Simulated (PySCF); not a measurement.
# C4H6 (Methylenecyclopropane): the cost of one run

Programs: PySCF 2.14.0, with density-fitted response routines of our own. Each step states its level of theory. These are calculated values for one molecule in the gas phase, unless marked as measured. Atoms are numbered from 0 throughout.

## 1. The molecule as given

10 atoms, charge 0, multiplicity 1; geometry from: MMFF94s.

Bonds of the start (Å): C0–C1 1.31, C1–C2 1.41, C2–C3 1.57, C3–C1 1.41, C0–H4 1.08, C0–H5 1.08, C2–H6 1.08, C2–H7 1.08, C3–H8 1.08, C3–H9 1.08.

## 2. Optimising the geometry at PBE0-D3(BJ)/def2-SVP

Job settings and geometry (Å):

```
{"job": {"xc": "PBE0", "basis": "def2-SVP", "d3": "d3bj", "grid": 1, "kind": "geom"}, "charge": 0, "multiplicity": 1}
C      1.540832    -0.467370    -0.031093
C      0.284263    -0.086224    -0.005737
C     -1.062173    -0.495547    -0.027089
C     -0.606272     1.001625     0.060757
H      2.344830     0.258840     0.010248
H      1.803990    -1.517275    -0.093967
H     -1.450506    -0.963210     0.866847
H     -1.454513    -0.854305    -0.968363
H     -0.702229     1.616183    -0.823406
H     -0.698222     1.507283     1.011803
```

Command:

```console
$ OMP_NUM_THREADS=1 python probes_run.py task.json out
```

This one command runs all jobs of the session in turn.

Q: Estimate the wall time and peak memory of this first job on 1 thread of Intel Xeon 6975P-C, shared host.

About 6.8 s, with a peak of 0.36 GiB.
